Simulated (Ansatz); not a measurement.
Theory: DFT, revPBE, plane waves (420 eV) with PAW, scalar-relativistic (Ansatz 0.2.0). The PAW files were generated under PBE, with cores re-solved for the functional.

An element in the fcc structure gives this curve. The cell is scaled uniformly from the relaxed one, with fractional coordinates and shape fixed. Energies are extrapolated to zero smearing, pressures are those at the given smearing. Magnetic state: spin not included.

```
V (Å³/atom)  E − E₀ (meV/atom)  P (GPa)
     12.722              309.1    65.28
     13.300              124.9    38.26
     13.878               27.8    16.80
     14.456               -0.1    -0.23
     15.035               27.0   -13.71
     15.613               97.4   -24.35
     16.191              202.0   -32.70
```

Task: Which element is it?
A. molybdenum
B. osmium
C. rhenium
D. palladium

Result: B. Its fit is V₀ = 14.44 Å³/atom, B₀ = 380 GPa, B₀′ = 4.8.
